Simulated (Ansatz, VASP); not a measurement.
# Al8H11O17F (hydroxylated alpha-Al2O3(0001) with 2 of its OH changed to F) in two plane-wave programs, part 2 of 3

One calculation is typed for both programs; each brings its own data sets. How far apart do they land? The cell is taken from a series of runs on this material, whose earlier steps may have relaxed, scaled, displaced or heated it; both programs get it as it stands.

VASP 6.6.1 and Ansatz 0.2.0.

So far: The structure; VASP: single point, PBE with D3(BJ), pair 1; Ansatz: single point, PBE with D3(BJ), pair 1; Differences.

**5. VASP: single point, PBE with D3(BJ), pair 2**

Level of this step: PBE with D3(BJ); plane waves and PAW (Al, O, F, H) (VASP).

With cell and atoms fixed, the geometry can't cause a difference; cores, projectors, grids and the points listed under the comparison can. This pair takes another cell of the material, with 73 atoms against 74 for the pair before.

The input, INCAR:

```
SYSTEM = Al16H21O33F3
PREC = Accurate
ENCUT = 520
EDIFF = 1E-06
NELM = 120
ISMEAR = -1
SIGMA = 0.025
LREAL = Auto
ALGO = Normal
GGA = PE
IVDW = 12
NBANDS = 200
LORBIT = 11
LWAVE = .FALSE.
LCHARG = .FALSE.
ISIF = 2
LASPH = .TRUE.
GGA_COMPAT = .FALSE.
EFERMI = MIDGAP
KPAR = 4
```

The input, POSCAR:

```
Al16H21O33F3
1.0
    9.5800000000      0.0000000000      0.0000000000
   -4.7900000000      8.2965200000      0.0000000000
    0.0000000000      0.0000000000     22.3000000000
Al O F H
16 33 3 21
Direct
    0.0046600000      0.9996700000      0.1450600000
    0.3413800000      0.1727500000      0.2279900000
    0.1724300000      0.3344700000      0.1296000000
    0.1734300000      0.3362500000      0.2445000000
    0.0072000000      0.5040200000      0.1434100000
    0.3353500000      0.6709400000      0.2279600000
    0.1806800000      0.8417700000      0.1301000000
    0.1725400000      0.8369100000      0.2449200000
    0.5093000000      0.0047800000      0.1435100000
    0.8419100000      0.1692700000      0.2299800000
    0.6721900000      0.3389200000      0.1289500000
    0.6766900000      0.3334500000      0.2428300000
    0.5026900000      0.5041700000      0.1444600000
    0.8396900000      0.6684700000      0.2256500000
    0.6754600000      0.8400300000      0.1284000000
    0.6697600000      0.8337600000      0.2423700000
    0.1602700000      0.9971300000      0.0889700000
    0.0068400000      0.1599200000      0.0907500000
    0.3459300000      0.3509900000      0.0885200000
    0.5019600000      0.1791000000      0.2835200000
    0.3352600000      0.3246700000      0.2836500000
    0.1806200000      0.0117100000      0.2823900000
    0.0176100000      0.3369900000      0.1856700000
    0.1731100000      0.1801700000      0.1861400000
    0.3267700000      0.4935700000      0.1862100000
    0.1596300000      0.4936300000      0.0878200000
    0.0216800000      0.6704600000      0.0869200000
    0.3514200000      0.8535900000      0.0894800000
    0.3308200000      0.8206800000      0.2838300000
    0.1850100000      0.5108100000      0.2819600000
    0.0180000000      0.8361500000      0.1866800000
    0.1700600000      0.6804700000      0.1864700000
    0.3293500000      0.9942900000      0.1866200000
    0.6638400000      0.0001500000      0.0896100000
    0.5103600000      0.1652800000      0.0895900000
    0.8434000000      0.3540000000      0.0865200000
    0.0015600000      0.1756900000      0.2836000000
    0.8338500000      0.3219000000      0.2830000000
    0.6834700000      0.0039600000      0.2831200000
    0.5192200000      0.3377600000      0.1857300000
    0.6747800000      0.1826000000      0.1861600000
    0.8288300000      0.4942100000      0.1841900000
    0.6570700000      0.4980900000      0.0875200000
    0.5079300000      0.6672700000      0.0914000000
    0.8466500000      0.8477700000      0.0892100000
    0.9930400000      0.6760500000      0.2822200000
    0.5179200000      0.8362000000      0.1870700000
    0.6713400000      0.6789600000      0.1866900000
    0.8287300000      0.9892500000      0.1875100000
    0.4991000000      0.6755600000      0.2810400000
    0.8182100000      0.8091500000      0.2825200000
    0.6874300000      0.5065200000      0.2798700000
    0.1007200000      0.9521100000      0.0521400000
    0.0272200000      0.1362200000      0.0506200000
    0.3456300000      0.2483400000      0.0878900000
    0.4884900000      0.2202100000      0.3214200000
    0.4344600000      0.4284500000      0.2846700000
    0.2218900000      0.0344900000      0.3228800000
    0.1122600000      0.4521700000      0.0489000000
    0.0738300000      0.6651600000      0.0504100000
    0.3578200000      0.7547600000      0.0872000000
    0.4336800000      0.9216200000      0.2870700000
    0.2250300000      0.5359400000      0.3225800000
    0.7692300000      0.0985400000      0.0872600000
    0.5290700000      0.1315200000      0.0508900000
    0.8534500000      0.4100800000      0.0491900000
    0.0154500000      0.0813200000      0.2846500000
    0.9366300000      0.4223700000      0.2869100000
    0.7329100000      0.0323900000      0.3223700000
    0.5922200000      0.4557300000      0.0515200000
    0.5164100000      0.6479300000      0.0493900000
    0.8409700000      0.7428200000      0.0878000000
    0.9675200000      0.6981300000      0.3217500000
```

The input, KPOINTS:

```
Automatic mesh
0
Gamma
2 2 1
0 0 0
```

PAW data sets: Al, O, F and H (PBE family, release 64).

Launch:

```console
mpirun -np 8 vasp_std
```

Numbers of over 12 decimals in the logs are rounded to 6 here.

The log of the run:

```text
[banner, memory and clock lines left out]
running    8 mpi-ranks, on    1 nodes
[...]
[... a notice as in an earlier step ...]

 LDA part: xc-table for (Slater+PW92), standard interpolation
 POSCAR, INCAR and KPOINTS ok, starting setup
[...]
entering main loop
       N       E                     dE             d eps       ncg     rms          rms(c)
DAV:   1     0.272335943614E+04    0.27234E+04   -0.12470E+05  1696   0.118E+03
DAV:   2    -0.611203053064E+02   -0.27845E+04   -0.26753E+04  2200   0.310E+02
DAV:   3    -0.497060708028E+03   -0.43594E+03   -0.43391E+03  1960   0.126E+02
DAV:   4    -0.507905889310E+03   -0.10845E+02   -0.10813E+02  1960   0.235E+01
[...]
DAV:  27    -0.454813597233E+03   -0.37824E-05   -0.13494E-08  1224   0.870E-04    0.515E-04
DAV:  28    -0.454813598999E+03   -0.17659E-05   -0.96950E-08  1176   0.109E-03    0.457E-04
DAV:  29    -0.454813599538E+03   -0.53941E-06    0.17160E-08  1224   0.535E-04
   1 F= -.46293459E+03 E0= -.46293459E+03  d E =0.000000E+00
```

From OUTCAR (step 5):

```text
  FREE ENERGIE OF THE ION-ELECTRON SYSTEM (eV)
  ---------------------------------------------------
  free  energy   TOTEN  =      -462.9345881124 eV

  energy  without entropy=     -462.9345881124  energy(sigma->0) =     -462.93458811
```

**6. Ansatz: single point, PBE with D3(BJ), pair 2**

The same cell, functional, mesh and smearing now go to Ansatz, which takes its cutoff from its data sets.

The cell is taken from a series of runs on this material, whose earlier steps may have relaxed, scaled, displaced or heated it; both programs get it as it stands.

The input, input.yaml:

```yaml
crystal:
  lattice:
    - [9.58, 0.0, 0.0]
    - [-4.79, 8.29652, 0.0]
    - [0.0, 0.0, 22.3]
  atoms:
    - { symbol: Al, position: [0.00466, 0.99967, 0.14506] }
    - { symbol: Al, position: [0.34138, 0.17275, 0.22799] }
    - { symbol: Al, position: [0.17243, 0.33447, 0.1296] }
    - { symbol: Al, position: [0.17343, 0.33625, 0.2445] }
    - { symbol: O, position: [0.16027, 0.99713, 0.08897] }
    - { symbol: O, position: [0.00684, 0.15992, 0.09075] }
    - { symbol: O, position: [0.34593, 0.35099, 0.08852] }
    - { symbol: O, position: [0.50196, 0.1791, 0.28352] }
    - { symbol: O, position: [0.33526, 0.32467, 0.28365] }
    - { symbol: O, position: [0.18062, 0.01171, 0.28239] }
    - { symbol: O, position: [0.01761, 0.33699, 0.18567] }
    - { symbol: O, position: [0.17311, 0.18017, 0.18614] }
    - { symbol: O, position: [0.32677, 0.49357, 0.18621] }
    - { symbol: Al, position: [0.0072, 0.50402, 0.14341] }
    - { symbol: Al, position: [0.33535, 0.67094, 0.22796] }
    - { symbol: Al, position: [0.18068, 0.84177, 0.1301] }
    - { symbol: Al, position: [0.17254, 0.83691, 0.24492] }
    - { symbol: O, position: [0.15963, 0.49363, 0.08782] }
    - { symbol: O, position: [0.02168, 0.67046, 0.08692] }
    - { symbol: O, position: [0.35142, 0.85359, 0.08948] }
    - { symbol: F, position: [0.4991, 0.67556, 0.28104] }
    - { symbol: O, position: [0.33082, 0.82068, 0.28383] }
    - { symbol: O, position: [0.18501, 0.51081, 0.28196] }
    - { symbol: O, position: [0.018, 0.83615, 0.18668] }
    - { symbol: O, position: [0.17006, 0.68047, 0.18647] }
    - { symbol: O, position: [0.32935, 0.99429, 0.18662] }
    - { symbol: Al, position: [0.5093, 0.00478, 0.14351] }
    - { symbol: Al, position: [0.84191, 0.16927, 0.22998] }
    - { symbol: Al, position: [0.67219, 0.33892, 0.12895] }
    - { symbol: Al, position: [0.67669, 0.33345, 0.24283] }
    - { symbol: O, position: [0.66384, 0.00015, 0.08961] }
    - { symbol: O, position: [0.51036, 0.16528, 0.08959] }
    - { symbol: O, position: [0.8434, 0.354, 0.08652] }
    - { symbol: O, position: [0.00156, 0.17569, 0.2836] }
    - { symbol: O, position: [0.83385, 0.3219, 0.283] }
    - { symbol: O, position: [0.68347, 0.00396, 0.28312] }
    - { symbol: O, position: [0.51922, 0.33776, 0.18573] }
    - { symbol: O, position: [0.67478, 0.1826, 0.18616] }
    - { symbol: O, position: [0.82883, 0.49421, 0.18419] }
    - { symbol: Al, position: [0.50269, 0.50417, 0.14446] }
    - { symbol: Al, position: [0.83969, 0.66847, 0.22565] }
    - { symbol: Al, position: [0.67546, 0.84003, 0.1284] }
    - { symbol: Al, position: [0.66976, 0.83376, 0.24237] }
    - { symbol: O, position: [0.65707, 0.49809, 0.08752] }
    - { symbol: O, position: [0.50793, 0.66727, 0.0914] }
    - { symbol: O, position: [0.84665, 0.84777, 0.08921] }
    - { symbol: O, position: [0.99304, 0.67605, 0.28222] }
    - { symbol: F, position: [0.81821, 0.80915, 0.28252] }
    - { symbol: F, position: [0.68743, 0.50652, 0.27987] }
    - { symbol: O, position: [0.51792, 0.8362, 0.18707] }
    - { symbol: O, position: [0.67134, 0.67896, 0.18669] }
    - { symbol: O, position: [0.82873, 0.98925, 0.18751] }
    - { symbol: H, position: [0.10072, 0.95211, 0.05214] }
    - { symbol: H, position: [0.02722, 0.13622, 0.05062] }
    - { symbol: H, position: [0.34563, 0.24834, 0.08789] }
    - { symbol: H, position: [0.48849, 0.22021, 0.32142] }
    - { symbol: H, position: [0.43446, 0.42845, 0.28467] }
    - { symbol: H, position: [0.22189, 0.03449, 0.32288] }
    - { symbol: H, position: [0.11226, 0.45217, 0.0489] }
    - { symbol: H, position: [0.07383, 0.66516, 0.05041] }
    - { symbol: H, position: [0.35782, 0.75476, 0.0872] }
    - { symbol: H, position: [0.43368, 0.92162, 0.28707] }
    - { symbol: H, position: [0.22503, 0.53594, 0.32258] }
    - { symbol: H, position: [0.76923, 0.09854, 0.08726] }
    - { symbol: H, position: [0.52907, 0.13152, 0.05089] }
    - { symbol: H, position: [0.85345, 0.41008, 0.04919] }
    - { symbol: H, position: [0.01545, 0.08132, 0.28465] }
    - { symbol: H, position: [0.93663, 0.42237, 0.28691] }
    - { symbol: H, position: [0.73291, 0.03239, 0.32237] }
    - { symbol: H, position: [0.59222, 0.45573, 0.05152] }
    - { symbol: H, position: [0.51641, 0.64793, 0.04939] }
    - { symbol: H, position: [0.84097, 0.74282, 0.0878] }
    - { symbol: H, position: [0.96752, 0.69813, 0.32175] }
kpoints:
  mp_grid: { grid: [2, 2, 1] }
hamiltonian:
  xc: pbe
  dispersion: d3bj
scf:
  occupations: { method: fermi_dirac, width: 0.025 }
output:
  forces: true
```

Launch:

```console
ansatz run input.yaml --threads 4 --pin off --max-ram 8192MiB --backend cpu --events-out ev --progress --plain --runs-dir out
```

The log of the run:

```text
[...]
Crystal: 73 atoms, lattice volume = 1772.419 Å³
Basis set: ecut = 420 eV, 34605 PW (Γ), exchange–correlation on 144×144×300 points (8 copies of the dense FFT grid, shifted against one another)
Bands: 217, of which v1, the nominal top of the filled ones, is band 144 counted from 1 (143 counted from 0)
Symmetry: 1 space group operations
[...]
k-points: 4
[...]
atom   5  O      0.08421445     0.05281103     0.03003393
  atom   6  O     -0.03807710     0.06582720    -0.03137026
  atom   7  O     -0.04355129    -0.05272036    -0.01561006
  atom   8  O      0.00356292    -0.00662556    -0.01049256
[...]
atom  70  H      0.01257482     0.00738544     0.14852215
  atom  71  H      0.04103954     0.03432502     0.13828736
  atom  72  H     -0.05665922     0.03085921    -0.03949298
  atom  73  H     -0.00231585     0.00077240     0.00727811
  max |Σ_I F_I| component: 9.44e-5 eV/Å
[key lines of the parts left out:]
SCF converged after 8 iterations
Free energy (F): -30155.752875 eV
Fermi energy:    -0.332991 eV
```

**7. Comparison**

The two programs side by side:

| quantity | Ansatz | VASP | difference |
| --- | --- | --- | --- |
| gap on the k mesh (eV) | 4.454 | 4.439 | +0.015 |

Forces on 9 of the 73 atoms, those with the largest forces and the largest differences (eV/Å; atoms numbered as in POSCAR):

| atom | Ansatz x, y, z | VASP x, y, z |
| --- | --- | --- |
| Al1 | 0.040, 0.150, -0.173 | 0.034, 0.164, -0.165 |
| Al11 | -0.108, -0.089, -0.150 | -0.107, -0.099, -0.132 |
| Al13 | 0.060, -0.109, -0.191 | 0.043, -0.091, -0.190 |
| Al15 | 0.098, 0.005, -0.289 | 0.077, 0.005, -0.302 |
| O17 | 0.084, 0.053, 0.030 | 0.108, 0.077, 0.128 |
| O36 | 0.113, -0.100, -0.048 | 0.123, -0.127, 0.050 |
| H59 | -0.012, -0.044, 0.143 | -0.038, -0.074, 0.023 |
| H60 | -0.016, 0.013, 0.114 | 0.039, 0.005, -0.001 |
| H66 | -0.041, 0.014, 0.184 | -0.052, 0.062, 0.068 |

The forces differ by 48 meV/Å r.m.s., which is 76.1 % of the r.m.s. force of 0.063 eV/Å (both taken over all components). A gap on the mesh is an upper bound, since the band edges may lie between its points. With vacuum in the cell, a pressure given here is an average over mostly empty space and none of the material.

**8. Ansatz: single point, PBE with D3(BJ), pair 3**

With cell and atoms fixed, the geometry can't cause a difference; cores, projectors, grids and the points listed under the comparison can. This pair takes another cell of the material, with 72 atoms against 73 for the pair before.

The cell is taken from a series of runs on this material, whose earlier steps may have relaxed, scaled, displaced or heated it; both programs get it as it stands.

The input, input.yaml:

```yaml
crystal:
  lattice:
    - [9.58, 0.0, 0.0]
    - [-4.79, 8.29652, 0.0]
    - [0.0, 0.0, 22.3]
  atoms:
    - { symbol: Al, position: [0.00466, 0.99967, 0.14506] }
    - { symbol: Al, position: [0.33974, 0.17258, 0.22721] }
    - { symbol: Al, position: [0.17243, 0.33447, 0.1296] }
    - { symbol: Al, position: [0.17336, 0.33574, 0.24479] }
    - { symbol: O, position: [0.16027, 0.99713, 0.08897] }
    - { symbol: O, position: [0.00684, 0.15992, 0.09075] }
    - { symbol: O, position: [0.34593, 0.35099, 0.08852] }
    - { symbol: F, position: [0.50329, 0.18277, 0.28091] }
    - { symbol: O, position: [0.3344, 0.32162, 0.28266] }
    - { symbol: O, position: [0.18913, 0.01387, 0.28312] }
    - { symbol: O, position: [0.01749, 0.33705, 0.18576] }
    - { symbol: O, position: [0.17223, 0.1796, 0.18598] }
    - { symbol: O, position: [0.32658, 0.49311, 0.18598] }
    - { symbol: Al, position: [0.0072, 0.50402, 0.14341] }
    - { symbol: Al, position: [0.3353, 0.66965, 0.22787] }
    - { symbol: Al, position: [0.18068, 0.84177, 0.1301] }
    - { symbol: Al, position: [0.1742, 0.83721, 0.2453] }
    - { symbol: O, position: [0.15963, 0.49363, 0.08782] }
    - { symbol: O, position: [0.02168, 0.67046, 0.08692] }
    - { symbol: O, position: [0.35142, 0.85359, 0.08948] }
    - { symbol: F, position: [0.49961, 0.67517, 0.28085] }
    - { symbol: O, position: [0.33197, 0.81933, 0.28373] }
    - { symbol: O, position: [0.18498, 0.50996, 0.28209] }
    - { symbol: O, position: [0.01896, 0.83703, 0.18707] }
    - { symbol: O, position: [0.17029, 0.68046, 0.18652] }
    - { symbol: O, position: [0.33012, 0.99467, 0.18646] }
    - { symbol: Al, position: [0.5093, 0.00478, 0.14351] }
    - { symbol: Al, position: [0.84145, 0.16938, 0.22978] }
    - { symbol: Al, position: [0.67219, 0.33892, 0.12895] }
    - { symbol: Al, position: [0.67634, 0.33476, 0.24257] }
    - { symbol: O, position: [0.66384, 0.00015, 0.08961] }
    - { symbol: O, position: [0.51036, 0.16528, 0.08959] }
    - { symbol: O, position: [0.8434, 0.354, 0.08652] }
    - { symbol: O, position: [0.00021, 0.17537, 0.28357] }
    - { symbol: O, position: [0.83037, 0.31971, 0.2831] }
    - { symbol: O, position: [0.68077, 0.0038, 0.28288] }
    - { symbol: O, position: [0.51922, 0.33738, 0.18597] }
    - { symbol: O, position: [0.67519, 0.18315, 0.18592] }
    - { symbol: O, position: [0.8289, 0.49463, 0.18427] }
    - { symbol: Al, position: [0.50269, 0.50417, 0.14446] }
    - { symbol: Al, position: [0.84028, 0.66927, 0.22596] }
    - { symbol: Al, position: [0.67546, 0.84003, 0.1284] }
    - { symbol: Al, position: [0.66951, 0.8337, 0.24235] }
    - { symbol: O, position: [0.65707, 0.49809, 0.08752] }
    - { symbol: O, position: [0.50793, 0.66727, 0.0914] }
    - { symbol: O, position: [0.84665, 0.84777, 0.08921] }
    - { symbol: O, position: [0.9938, 0.67711, 0.28246] }
    - { symbol: F, position: [0.8189, 0.81029, 0.28241] }
    - { symbol: F, position: [0.68696, 0.50627, 0.27973] }
    - { symbol: O, position: [0.51779, 0.8358, 0.18693] }
    - { symbol: O, position: [0.67165, 0.67896, 0.18665] }
    - { symbol: O, position: [0.82844, 0.98921, 0.18754] }
    - { symbol: H, position: [0.10072, 0.95211, 0.05214] }
    - { symbol: H, position: [0.02722, 0.13622, 0.05062] }
    - { symbol: H, position: [0.34563, 0.24834, 0.08789] }
    - { symbol: H, position: [0.43488, 0.4228, 0.28731] }
    - { symbol: H, position: [0.23948, 0.04414, 0.32221] }
    - { symbol: H, position: [0.11226, 0.45217, 0.0489] }
    - { symbol: H, position: [0.07383, 0.66516, 0.05041] }
    - { symbol: H, position: [0.35782, 0.75476, 0.0872] }
    - { symbol: H, position: [0.43757, 0.91648, 0.28754] }
    - { symbol: H, position: [0.22538, 0.53535, 0.32266] }
    - { symbol: H, position: [0.76923, 0.09854, 0.08726] }
    - { symbol: H, position: [0.52907, 0.13152, 0.05089] }
    - { symbol: H, position: [0.85345, 0.41008, 0.04919] }
    - { symbol: H, position: [0.01306, 0.08062, 0.28564] }
    - { symbol: H, position: [0.93272, 0.4201, 0.28798] }
    - { symbol: H, position: [0.72904, 0.03287, 0.32234] }
    - { symbol: H, position: [0.59222, 0.45573, 0.05152] }
    - { symbol: H, position: [0.51641, 0.64793, 0.04939] }
    - { symbol: H, position: [0.84097, 0.74282, 0.0878] }
    - { symbol: H, position: [0.96914, 0.69911, 0.32217] }
kpoints:
  mp_grid: { grid: [2, 2, 1] }
hamiltonian:
  xc: pbe
  dispersion: d3bj
scf:
  occupations: { method: fermi_dirac, width: 0.025 }
output:
  forces: true
```

The log of the run:

```text
[...]
Crystal: 72 atoms, lattice volume = 1772.419 Å³
Basis set: ecut = 420 eV, 34605 PW (Γ), exchange–correlation on 144×144×300 points (8 copies of the dense FFT grid, shifted against one another)
Bands: 216, of which v1, the nominal top of the filled ones, is band 144 counted from 1 (143 counted from 0)
Symmetry: 1 space group operations
[...]
k-points: 4
[...]
atom   5  O      0.08045828     0.04506602     0.03809242
  atom   6  O     -0.04031700     0.06492140    -0.03414305
  atom   7  O     -0.01756538    -0.07071435     0.00627795
  atom   8  F      0.00382330     0.00131343     0.01837489
[...]
atom  69  H      0.01279276     0.00467718     0.14641748
  atom  70  H      0.04042001     0.03501989     0.13487535
  atom  71  H     -0.05825519     0.03011751    -0.03916854
  atom  72  H      0.00052863     0.00198204     0.00159967
  max |Σ_I F_I| component: 7.13e-5 eV/Å
[key lines of the parts left out:]
SCF converged after 8 iterations
Free energy (F): -30381.297349 eV
Fermi energy:    -0.441860 eV
```

(Part 2 of 3 ends here.)

[Lines on the potential files, build, host, timing and source positions are cut from VASP's logs without a mark.]

[Logs are printed without paths, hosts, clocks, repeated set-up lines and the standing remarks that a program may print on its own settings, such as how far it seeks lower states.]

[Hosts, paths, dates, database ids (printed as entryN), source tags and the programs' standing remarks are cut or masked in the printed files.]
